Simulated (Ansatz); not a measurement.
# WS2 (Tungstenite): the cost of one run

Program: Ansatz 0.2.0. Level of theory: DFT PBE+D3(BJ), scalar-relativistic, plane waves, PAW. These are calculated values, not measurements.

2 further runs of the same task are left out: 2 set aside as unsound or not needed.

**1. The starting structure**

Symmetry: R3m, No. 160, trigonal system. The conventional cell has a = 3.157 Å, b = 3.157 Å, c = 18.117 Å, α = 90.00°, β = 90.00°, γ = 120.00°. W (site symmetry 3m) is surrounded by 6 S at 2.41 Å. S (site symmetry 3m) has 3 W at 2.41 Å as nearest neighbours.

Structure file:

```
CELL_PARAMETERS angstrom
1.57853 0.91136 6.03892
-1.57853 0.91136 6.03892
0.00000 -1.82273 6.03892
ATOMIC_POSITIONS crystal
W 0.00066 0.00066 0.00066
S 0.24721 0.24721 0.24721
S 0.42083 0.42083 0.42083
```

It is the result of an earlier relaxation at this level (volume 17.38 Å³/atom; gap on the mesh: 0.91 eV).

**2. Static run: bands, density of states and charges**

input.yaml reads:

```yaml
crystal:
  lattice:
    - [1.5785298442, 0.9113646305, 6.0389213181]
    - [-1.5785298442, 0.9113646305, 6.0389213181]
    - [0.0, -1.822729261, 6.0389213181]
  atoms:
    - { symbol: W, position: [0.000655957, 0.000655957, 0.000655957] }
    - { symbol: S, position: [0.2472102229, 0.2472102229, 0.2472102229] }
    - { symbol: S, position: [0.4208338201, 0.4208338201, 0.4208338201] }
basis:
  ecutwfc: 420
kpoints:
  mp_grid: { grid: [12, 12, 12] }
  band_path:
    path:
      - [[0.0, 0.0, 0.0], [-0.5, -0.5, -0.5], [-0.5, -0.18185025, -0.81814975]]
      - [[-0.18185025, 0.18185025, -0.5], [0.0, 0.0, -0.5], [0.0, 0.0, 0.0], [0.0, 0.34092513, -0.34092513]]
      - [[-0.34092513, 0.0, -0.65907487], [-0.5, 0.0, -0.5], [0.0, 0.0, 0.0]]
    npoints: 14
hamiltonian:
  xc: pbe
  dispersion: d3bj
scf:
  occupations: { method: gaussian, width: 0.02 }
  n_extra_bands: 7
output:
  forces: true
  stress: true
  eigenvalues: true
  populations: true
  dos: { projected: true, de: 0.02, nscf_kmesh: { grid: [18, 18, 18] } }
  bader: true
  write_density: true
  write_potential: true
  elf: true
  volumetric_format: npy
```

On the command line:

```console
$ ansatz run input.yaml --threads 1 --pin off --max-ram 2560MiB --backend cpu --events-out ev --progress --plain --runs-dir out
```

**Question.** How long does this run take on 1 thread of Arm Neoverse N1, shared host, and how much memory does it need?

About 2.8 min, with a peak of 0.58 GiB.
